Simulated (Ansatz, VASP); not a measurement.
# GaP (GaP(110)): VASP beside Ansatz, part 2 of 3

Wanted: the spread between two codes on one cell, functional and k mesh. Of the first pair: The structure shown is the end of the VASP relaxation below. Valence electrons are named where the data sets of a main pair hold unlike numbers.

VASP 6.6.1 and Ansatz 0.2.0.

So far: The starting structure; VASP: relaxation, PBE.

### Step 3. Ansatz: single point, PBE

Level of this step: Ansatz beside VASP: Kohn-Sham DFT, plane waves, PBE (Ansatz).

Ansatz runs on its default PAW (the set named soft_2) files.

The same cell, functional, mesh and smearing now go to Ansatz, which takes its cutoff from its data sets.

The input, input.yaml:

```yaml
crystal:
  lattice:
    - [4.03045539, 0.0, 0.0]
    - [0.0, 5.69992467, 0.0]
    - [0.0, 0.0, 31.43760766]
  atoms:
    - { symbol: Ga, position: [0.0, 0.06117143, 0.26904502] }
    - { symbol: Ga, position: [0.5, 0.490524, 0.31341987] }
    - { symbol: Ga, position: [0.0, 0.99370078, 0.37785601] }
    - { symbol: Ga, position: [0.5, 0.49216629, 0.43820127] }
    - { symbol: Ga, position: [0.0, 0.99392108, 0.5] }
    - { symbol: Ga, position: [0.5, 0.49216629, 0.56179873] }
    - { symbol: Ga, position: [0.0, 0.99370078, 0.62214399] }
    - { symbol: Ga, position: [0.5, 0.490524, 0.68658013] }
    - { symbol: Ga, position: [0.0, 0.06117143, 0.73095498] }
    - { symbol: P, position: [0.0, 0.73444532, 0.31586713] }
    - { symbol: P, position: [0.5, 0.25845377, 0.24933389] }
    - { symbol: P, position: [0.0, 0.73745021, 0.43872825] }
    - { symbol: P, position: [0.5, 0.24026113, 0.37662769] }
    - { symbol: P, position: [0.0, 0.73745021, 0.56127175] }
    - { symbol: P, position: [0.5, 0.23973305, 0.5] }
    - { symbol: P, position: [0.0, 0.73444532, 0.68413287] }
    - { symbol: P, position: [0.5, 0.24026113, 0.62337231] }
    - { symbol: P, position: [0.5, 0.25845377, 0.75066611] }
hamiltonian:
  xc: pbe
  pseudopotentials: { kind: paw }
kpoints:
  mp_grid: { grid: [6, 4, 1] }
scf:
  occupations: { method: gaussian, width: 0.03 }
  n_extra_bands: 8
efield:
  axis: 3
  dipole_correction: true
  ramp_width: 0.04
output:
  forces: true
  eigenvalues: true
```

The run is started by

```console
> ansatz run input.yaml --threads 8 --pin off --max-ram 18432MiB --backend cpu --events-out ev --progress --plain --runs-dir out
```

Numbers of over 12 decimals in the logs are rounded to 6 here.

Output:

```text
scf.n_extra_bands = 8 over 81 filled bands (N_el = 162.0): the run solves 89 bands
Engine: ansatz 0.2.0, aarch64-unknown-linux-gnu
Pseudopotentials: kind: paw
Pseudopotential: Ga, paw, valence charge 13, recommended cutoff 420 eV (normal), Ga.paw.azcp
Pseudopotential: P, paw, valence charge 5, recommended cutoff 420 eV (normal), P.paw.azcp
Functional definition: PBE
  parameter kappa = 0.804
  parameter beta = 0.066725
  exchange = pbe_x(kappa = kappa, mu = beta*pi^2/3)
  correlation = pbe_c(beta = beta)
Crystal: 18 atoms, lattice volume = 722.225 Å³
Basis set: ecut = 420 eV, 14207 PW (Γ), exchange–correlation on 54×80×432 points (8 copies of the dense FFT grid, shifted against one another)
Bands: 89, of which v1, the nominal top of the filled ones, is band 81 counted from 1 (80 counted from 0)
Symmetry: 2 space group operations
k-points: 12 of 24 (time reversal used)
Non-local potential: Ga, projectors of the file, l = 0: 2, l = 1: 2, l = 2: 3, l = 3: 1
Non-local potential: P, projectors of the file, l = 0: 2, l = 1: 2, l = 2: 2
PAW form: soft (Blöchl's): semilocal exchange-correlation on the pseudo side does not see the compensation charge
PAW one-centre angular grid: Ga, 590 points (default); XC on 64 Gauss nodes
PAW one-centre angular grid: P, 110 points (default); XC on 64 Gauss nodes
Initial density: superposition of atomic densities (neutral atoms: chi_scale 0, normalization atom), corrected by the library's trained network
Initial wavefunctions: pseudopotential atomic-orbital guess
Functional: x = pbe(κ = 0.804, μ = 0.219515), c = pbe(β = 0.066725)
SCF iter   1: F=—  HF=-40853.503373 eV  |F-HF|=—  |Δ(HF+E_count)|=         —  Δρ=1.64e-3  dr2=1.09e-1  ethr=1.77e-3  p=0.000 e·Å  D=3.46e-14 V/Å  ΔV_dip=-0.00 eV  dr2_dipole=3.35e-8  V_vac-E_F(+/−)=4.75/4.75 eV  ⟨swp⟩=8.7  Hψ=4959  notcnv=0
efield: sawtooth ramp at fractional position 0.9800 (placed from the atoms, in the widest stretch of the axis that holds none; the zero of the levels goes with the place), width 0.0400; the density the first Hamiltonian is built on has a dipole p = 0.000 e·Å; the dipole correction subtracts the counter field D = 3.46e-14 V/Å, which shifts the + side's vacuum level by -0.00 eV against the − side's; the planar-averaged density in the ramp window peaks in size at 7.2e-6 e/Å³
preconditioner: auto → Resta (q_TF=auto, 2.127 Å⁻¹)  ε∞=3.0  [insulator: Δε(μ)=1.254 eV  Ē_g=12.490 eV  σ=0.030 eV  W_gap=1.00  n_scr=124 (ndim 8)  ℏωp=17.6 eV  f_vac=0.429  D(μ)=0.00/eV (n_scr^D=0)  ε∞_Penn≈3.0  vacuum switching on, ρ_ref=1.1e-2 e/Å³]
SCF iter   2: F=—  HF=-40853.486819 eV  |F-HF|=—  |Δ(HF+E_count)|=   1.66e-2  Δρ=1.08e-3  dr2=5.40e-2  ethr=6.70e-5  p=-0.000 e·Å  D=-2.48e-5 V/Å  ΔV_dip=0.00 eV  dr2_dipole=1.25e-7  V_vac-E_F(+/−)=4.95/4.95 eV  ⟨swp⟩=3.9  Hψ=2477  notcnv=0  defer=32
SCF iter   3: F=—  HF=-40853.481393 eV  |F-HF|=—  |Δ(HF+E_count)|=   5.43e-3  Δρ=5.89e-4  dr2=3.04e-3  ethr=3.34e-5  p=0.000 e·Å  D=2.11e-6 V/Å  ΔV_dip=-0.00 eV  dr2_dipole=2.04e-9  V_vac-E_F(+/−)=4.86/4.86 eV  ⟨swp⟩=2.4  Hψ=1305  notcnv=0  defer=32
SCF iter   4: F=—  HF=-40853.482769 eV  |F-HF|=—  |Δ(HF+E_count)|=   1.38e-3  Δρ=2.93e-4  dr2=1.09e-3  ethr=1.87e-6  p=-0.000 e·Å  D=-1.83e-5 V/Å  ΔV_dip=0.00 eV  dr2_dipole=8.73e-8  V_vac-E_F(+/−)=4.83/4.83 eV  ⟨swp⟩=2.1  Hψ=2020  notcnv=0  defer=32
SCF iter   5: F=—  HF=-40853.482465 eV  |F-HF|=—  |Δ(HF+E_count)|=   3.04e-4  Δρ=1.03e-4  dr2=1.12e-4  ethr=6.75e-7  p=0.000 e·Å  D=8.94e-6 V/Å  ΔV_dip=-0.00 eV  dr2_dipole=2.30e-8  V_vac-E_F(+/−)=4.83/4.83 eV  ⟨swp⟩=2.0  Hψ=1928  notcnv=0  defer=32
SCF iter   6: F=—  HF=-40853.482499 eV  |F-HF|=—  |Δ(HF+E_count)|=   3.38e-5  Δρ=2.87e-5  dr2=1.67e-5  ethr=6.92e-8  p=-0.000 e·Å  D=-3.29e-5 V/Å  ΔV_dip=0.00 eV  dr2_dipole=2.89e-7  V_vac-E_F(+/−)=4.83/4.83 eV  ⟨swp⟩=2.5  Hψ=2035  notcnv=0  defer=32
SCF iter   7: F=—  HF=-40853.482668 eV  |F-HF|=—  |Δ(HF+E_count)|=   1.69e-4  Δρ=1.32e-5  dr2=3.31e-6  ethr=1.03e-8  p=0.000 e·Å  D=6.90e-5 V/Å  ΔV_dip=-0.00 eV  dr2_dipole=1.26e-6  V_vac-E_F(+/−)=4.83/4.83 eV  ⟨swp⟩=2.2  Hψ=2043  notcnv=0  defer=32
SCF iter   8: F=—  HF=-40853.482668 eV  |F-HF|=—  |Δ(HF+E_count)|=   2.91e-7  Δρ=5.46e-6  dr2=1.08e-6  ethr=2.04e-9  p=-0.000 e·Å  D=-5.94e-5 V/Å  ΔV_dip=0.00 eV  dr2_dipole=9.26e-7  V_vac-E_F(+/−)=4.83/4.83 eV  ⟨swp⟩=2.4  Hψ=2018  notcnv=0  defer=32
SCF iter   9: F=—  HF=-40853.482668 eV  |F-HF|=—  |Δ(HF+E_count)|=   7.13e-8  Δρ=3.68e-6  dr2=1.11e-7  ethr=6.65e-10  p=0.000 e·Å  D=9.09e-6 V/Å  ΔV_dip=-0.00 eV  dr2_dipole=2.69e-8  V_vac-E_F(+/−)=4.83/4.83 eV  ⟨swp⟩=2.2  Hψ=1264  notcnv=0  defer=32
SCF iter  10: F=-40853.482668 eV  HF=-40853.482668 eV  |F-HF|=1.41e-8  |Δ(HF+E_count)|=   2.87e-8  Δρ=1.49e-6  dr2=1.53e-8  ethr=6.17e-11  p=0.000 e·Å  D=1.14e-7 V/Å  ΔV_dip=-0.00 eV  dr2_dipole=3.34e-12  V_vac-E_F(+/−)=4.83/4.83 eV  ⟨swp⟩=11.3  Hψ=5202  notcnv=0
SCF 1 converged in 10 iterations: F = -40853.482668 eV  dr2 = 1.53e-8
  greatest PAW one-centre occupation: 0.995 electrons in one spin orbital (limit 2), on the Ga atom at site 8 (counted from 0), in its partial waves of l = 2
SCF converged after 10 iterations
Free energy (F): -40853.482668 eV
Harris-Foulkes:  -40853.482668 eV  (|F-HF|=1.41e-8)
Internal energy: -40853.482668 eV  (E = F + TS)
E sigma→0 (E₀):  -40853.482668 eV
Fermi energy:    1.459063 eV
Dipole field:    D = -0.000001 V/Å  (p = -0.000005 e·Å, saw-weighted, corrected)
Work function:   Φ+ = 4.8277 eV   Φ− = 4.8276 eV
Levels:          The Fermi level and band energies are counted from a zero that moves with the ramp; work functions are not
--- Per-component energies (eV) ---
  E_band       = -1489.320914
  E_kinetic    = 1648.595546
  E_local      = -134212.737681  (includes V_loc(G=0)·N_el)
  E_nonlocal   = 4127.366713
  E_hartree    = 65886.732383
  E_xc         = -1162.537213
  E_vxc        = -1051.588834  (∫ρ·V_xc dr)
  E_paw        = -23026.524074  (= ΣΔE_a)
  E_vpaw       = -3774.415211  (= ΣTr[D̂ρ^β])
  E_aug_tail   = -0.001014  (compensation charges beyond the density's cutoff)
  E_efield     = 0.000000  (sawtooth field / dipole correction)
  E_vefield    = 0.000000  (∫n·V_field dr)
  E_ewald      = 45885.622672
  E_smearing   = -0.000000  (= −TS)
  E_closure    = -0.000000  (closes the sum)
  Σ components = -40853.482668   (vs F -40853.482668, Δ=0.00e0)
--- Forces (eV/Å), atoms counted from 1 ---
  atom   1  Ga     0.00000000    -0.01658641     0.01411234
  atom   2  Ga     0.00000000     0.00415919     0.02513494
  atom   3  Ga    -0.00000000    -0.02480931    -0.01273162
  atom   4  Ga     0.00000000    -0.02101548     0.01124542
  atom   5  Ga     0.00000000    -0.01146417    -0.00000133
  atom   6  Ga     0.00000000    -0.02101568    -0.01124771
  atom   7  Ga     0.00000000    -0.02480974     0.01273007
  atom   8  Ga    -0.00000000     0.00415876    -0.02513589
  atom   9  Ga    -0.00000000    -0.01658676    -0.01411305
  atom  10  P     -0.00000000     0.01587378     0.00264383
  atom  11  P      0.00000000    -0.01596958     0.10427212
  atom  12  P      0.00000000     0.03807722     0.01420625
  atom  13  P      0.00000000     0.03250628    -0.00067502
  atom  14  P      0.00000000     0.03807718    -0.01420493
  atom  15  P      0.00000000    -0.01299643     0.00000074
  atom  16  P     -0.00000000     0.01587460    -0.00264337
  atom  17  P      0.00000000     0.03250661     0.00067531
  atom  18  P     -0.00000000    -0.01596942    -0.10427195
  max |Σ_I F_I| component: 1.06e-5 eV/Å
--- Band table (eV; the first three rows and the last of 12) ---
  k-point 0: bands = [... 77 lower, 0.6933, 0.7121, 0.7760, 0.7990, 2.1407, 2.5006, 2.5253, 2.7694, ... 4 higher]
  k-point 1: bands = [... 77 lower, 0.2353, 0.2520, 0.5167, 0.6029, 2.5025, 2.6032, 2.6336, 2.6953, ... 4 higher]
  k-point 2: bands = [... 77 lower, -0.1672, -0.1230, 0.2350, 0.2355, 2.1935, 2.2731, 2.4238, 2.7090, ... 4 higher]
  k-point 11: bands = [... 77 lower, -0.2273, -0.1321, 0.2663, 0.4890, 2.3378, 2.8090, 2.9361, 3.6353, ... 4 higher]
```

Wall time 29 s (8 threads of Arm Neoverse N1, shared host); peak memory 2.6 GiB; 3.8 min of CPU time.

The column dr2 measures how far the density is from self-consistency, as an energy; F and HF (Harris–Foulkes) agree once it is small.

### Step 4. Side by side

Known differences besides the potentials themselves: the data sets hold 162 valence electrons in Ansatz (on its default PAW (the set named soft_2) files) and 72 in VASP; the cutoff is 420 eV in Ansatz and 320 eV in VASP (PREC = Normal, projectors in real space); VASP leaves aspherical gradient terms in its spheres out (LASPH is not set), Ansatz keeps them. Total energies have different zeros and are not compared.

Both answers:

```csv
quantity,Ansatz,VASP,difference
gap on the k mesh (eV),1.320,1.331,-0.011
```

At this near-relaxed geometry the largest component of a force difference is 88 meV/Å. A gap on the mesh is an upper bound, since the band edges may lie between its points. VASP's last cycles still show a density residual of 2e-03, so its state may not be settled. With vacuum in the cell, a pressure given here is an average over mostly empty space and none of the material.

### Step 5. Other set-ups

Further runs change the set-up of one program: Ansatz's method, potentials or start, or VASP's data sets, cutoff or form of LDA. The table gives Ansatz less VASP for each quantity, since a change that brings one quantity closer may part another.

| run | r.m.s. force difference (meV/Å) | gap on the k mesh (eV) |
| --- | --- | --- |
| as above | 22 | -0.011 |
| norm-conserving potentials (cutoff 1088 eV) | 20 | -0.0089 |

### Step 6. Ansatz: band structure, PBE

Levels along a path test the potential and the projectors away from the mesh points.

The input, input.yaml:

```yaml
crystal:
  lattice:
    - [4.0304553866, 0.0, 0.0]
    - [0.0, 5.6999246702, 0.0]
    - [0.0, 0.0, 31.4376076612]
  atoms:
    - { symbol: Ga, position: [0.0, 0.0611714344, 0.2690450189] }
    - { symbol: Ga, position: [0.5, 0.4905240048, 0.3134198739] }
    - { symbol: Ga, position: [0.0, 0.9937007784, 0.3778560118] }
    - { symbol: Ga, position: [0.5, 0.4921662937, 0.4382012741] }
    - { symbol: Ga, position: [0.0, 0.993921075, 0.5] }
    - { symbol: Ga, position: [0.5, 0.4921662937, 0.5617987259] }
    - { symbol: Ga, position: [0.0, 0.9937007784, 0.6221439882] }
    - { symbol: Ga, position: [0.5, 0.4905240048, 0.6865801261] }
    - { symbol: Ga, position: [0.0, 0.0611714344, 0.7309549811] }
    - { symbol: P, position: [0.0, 0.7344453189, 0.3158671271] }
    - { symbol: P, position: [0.5, 0.2584537668, 0.249333892] }
    - { symbol: P, position: [0.0, 0.7374502124, 0.438728249] }
    - { symbol: P, position: [0.5, 0.2402611281, 0.3766276897] }
    - { symbol: P, position: [0.0, 0.7374502124, 0.561271751] }
    - { symbol: P, position: [0.5, 0.2397330498, 0.5] }
    - { symbol: P, position: [0.0, 0.7344453189, 0.6841328729] }
    - { symbol: P, position: [0.5, 0.2402611281, 0.6233723103] }
    - { symbol: P, position: [0.5, 0.2584537668, 0.750666108] }
hamiltonian:
  xc: pbe
  pseudopotentials: { kind: paw }
kpoints:
  mp_grid: { grid: [6, 4, 1] }
  band_path:
    path:
      - [0.0, 0.0, 0.0]
      - [0.07692, 0.0, 0.0]
      - [0.15385, 0.0, 0.0]
      - [0.26923, 0.0, 0.0]
      - [0.34615, 0.0, 0.0]
      - [0.42308, 0.0, 0.0]
      - [0.5, 0.0, 0.0]
      - [0.5, 0.07692, 0.0]
      - [0.5, 0.19231, 0.0]
      - [0.5, 0.26923, 0.0]
      - [0.5, 0.34615, 0.0]
      - [0.5, 0.46154, 0.0]
      - [0.5, 0.5, 0.0]
      - [0.42308, 0.5, 0.0]
      - [0.30769, 0.5, 0.0]
      - [0.23077, 0.5, 0.0]
      - [0.11538, 0.5, 0.0]
      - [0.03846, 0.5, 0.0]
      - [0.0, 0.5, 0.0]
      - [0.0, 0.38462, 0.0]
      - [0.0, 0.30769, 0.0]
      - [0.0, 0.23077, 0.0]
      - [0.0, 0.11538, 0.0]
      - [0.0, 0.07692, 0.0]
      - [0.0, 0.03846, 0.0]
      - [0.03846, 0.03846, 0.0]
      - [0.11538, 0.11538, 0.0]
      - [0.19231, 0.19231, 0.0]
      - [0.30769, 0.30769, 0.0]
      - [0.38462, 0.38462, 0.0]
      - [0.5, 0.5, 0.0]
    npoints: 1
scf:
  occupations: { method: gaussian, width: 0.03 }
  n_extra_bands: 15
efield:
  axis: 3
  dipole_correction: true
  ramp_width: 0.04
output:
  forces: true
  eigenvalues: true
  write_density: true
  write_potential: true
  elf: true
  volumetric_format: npy
```

Output:

```text
[...]
Crystal: 18 atoms, lattice volume = 722.225 Å³
Basis set: ecut = 420 eV, 14207 PW (Γ), exchange–correlation on 54×80×432 points (8 copies of the dense FFT grid, shifted against one another)
Bands: 96, of which v1, the nominal top of the filled ones, is band 81 counted from 1 (80 counted from 0)
Symmetry: 2 space group operations
[...]
k-point 0: bands = [... 77 lower, 0.6933, 0.7121, 0.7761, 0.7990, 2.1407, 2.5006, 2.5253, 2.7694, ... 11 higher]
  k-point 1: bands = [... 77 lower, 0.2353, 0.2520, 0.5167, 0.6029, 2.5025, 2.6032, 2.6336, 2.6953, ... 11 higher]
  k-point 2: bands = [... 77 lower, -0.1672, -0.1230, 0.2350, 0.2355, 2.1935, 2.2731, 2.4238, 2.7090, ... 11 higher]
  k-point 11: bands = [... 77 lower, -0.2273, -0.1321, 0.2663, 0.4890, 2.3378, 2.8090, 2.9361, 3.6353, ... 11 higher]
[key lines of the parts left out:]
SCF converged after 10 iterations
Free energy (F): -40853.482668 eV
Fermi energy:    1.459064 eV
Dipole field:    D = 0.000009 V/Å  (p = 0.000037 e·Å, saw-weighted, corrected)
Work function:   Φ+ = 4.8275 eV   Φ− = 4.8278 eV
```

Run time: 70 s. Hardware: 8 threads; peak memory 4 GiB; 9.2 min of CPU time.

(Continued in part 3 of 3.)

[Lines on the potential files, build, host, timing and source positions are cut from VASP's logs without a mark.]

[Logs are printed without paths, hosts, clocks, repeated set-up lines and the standing remarks that a program may print on its own settings, such as how far it seeks lower states.]

[Hosts, paths, dates, database ids (printed as entryN), source tags and the programs' standing remarks are cut or masked in the printed files.]
